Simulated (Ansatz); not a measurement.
# Relaxing Ge2S

Computed with Ansatz, DFT PBE, scalar-relativistic, plane waves, PAW.

Ge2S was placed on the MoSi2 (C11b) structure type (I4/mmm, No. 139), with S in place of Mo, Ge in place of Si, at a guessed volume.

The final relaxation ran on this input, with the default PAW datasets:

```yaml
crystal:
  lattice:
    - [-1.7711873486, 1.7711873486, 4.3449439646]
    - [1.7711873486, -1.7711873486, 4.3449439646]
    - [1.7711873486, 1.7711873486, -4.3449439646]
  atoms:
    - { symbol: Ge, position: [0.665, 0.665, 0.0] }
    - { symbol: Ge, position: [0.335, 0.335, 0.0] }
    - { symbol: S, position: [0.0, 0.0, 0.0] }
basis:
  ecutwfc: 420
kpoints:
  mp_grid: { grid: [18, 18, 18] }
hamiltonian:
  xc: pbe
scf:
  occupations: { method: gaussian, width: 0.1 }
output:
  forces: true
  stress: true
  eigenvalues: true
relax:
  adjacent_minimum: "off"
  f_tol: 0.01
  max_steps: 80
  cell: { stress_tol: 0.05 }
```

Launched as:

```bash
ansatz run input.yaml --threads 1 --pin off --max-ram 2560MiB --backend cpu --events-out ev --progress --plain --runs-dir out
```

The run took 9.2 min on 1 thread of Arm Neoverse N1 (shared host), peak memory 0.7 GiB.

The program printed at the end:

```
SCF converged after 7 iterations
Free energy (F): -9491.273320 eV
Harris-Foulkes:  -9491.273320 eV  (|F-HF|=1.82e-12)
Internal energy: -9491.266283 eV  (E = F + TS)
E sigma→0 (E₀):  -9491.269801 eV
Entropy (-TS):   -0.007037 eV (-2.346 meV/atom)
Fermi energy:    10.072881 eV
--- Per-component energies (eV) ---
  E_band       = -242.032317
  E_kinetic    = 324.448180
  E_local      = -4591.634904  (includes V_loc(G=0)·N_el)
  E_nonlocal   = 856.806920
  E_hartree    = 1998.077822
  E_xc         = -247.442429
  E_vxc        = -215.258627  (∫ρ·V_xc dr)
  E_paw        = -4630.084116  (= ΣΔE_a)
  E_vpaw       = -612.550237  (= ΣTr[D̂ρ^β])
  E_aug_tail   = 0.000664  (compensation charges beyond the density's cutoff)
  E_ewald      = -3201.438420
  E_smearing   = -0.007037  (= −TS)
  E_closure    = 0.000000  (closes the sum)
  Σ components = -9491.273320   (vs F -9491.273320, Δ=0.00e0)
--- Forces (eV/Å), atoms counted from 1 ---
  atom   1  Ge     0.00000000     0.00000000    -0.00018999
  atom   2  Ge     0.00000000     0.00000000     0.00018999
  atom   3  S      0.00000000     0.00000000     0.00000000
  max |Σ_I F_I| component: 8.67e-18 eV/Å
--- Stress (GPa, compression-positive) ---
       -0.003094       0.000000       0.000000
        0.000000      -0.003094       0.000000
        0.000000       0.000000       0.035271
  P = ⅓ Tr σ = 0.0097 GPa (0.097 kbar)
--- Relaxed structure (8 steps of the walk, 8 accepted, 2 SCFs on fresh bases) ---
  F+E_penalty+E_count = -9491.27332002 eV   max|allowed force component| = 1.900e-4 eV/Å   (the final SCF, on the basis selected at the relaxed cell)
  cell:  # Å, volume = 56.2827 Å³
    - [-1.709344, 1.709344, 4.815659]
    - [1.709344, -1.709344, 4.815659]
    - [1.709344, 1.709344, -4.815659]
  atoms:
    - { symbol: Ge, position: [0.648959, 0.648959, 0.000000] }
    - { symbol: Ge, position: [0.351041, 0.351041, 0.000000] }
    - { symbol: S, position: [0.000000, 0.000000, 0.000000] }
```

Absolute energies hang on the potentials; compare differences alone.

The result has space group I4/mmm (No. 139). Ge is coordinated by 4 S at 2.81 Å, 1 Ge at 2.87 Å, 4 Ge at 3.10 Å, 1 S at 3.38 Å and 4 Ge at 3.42 Å; around S lie 8 Ge at 2.81 Å, 2 Ge at 3.38 Å and 4 S at 3.42 Å.

Against the elements it lies at 0.25 eV/atom. The zero of energy is the elements' standard structures at the same level; no fitted shifts are applied.

The k mesh leaves about 4 meV/atom of noise in metals.

A structure relaxed within its symmetry needn't be a true minimum.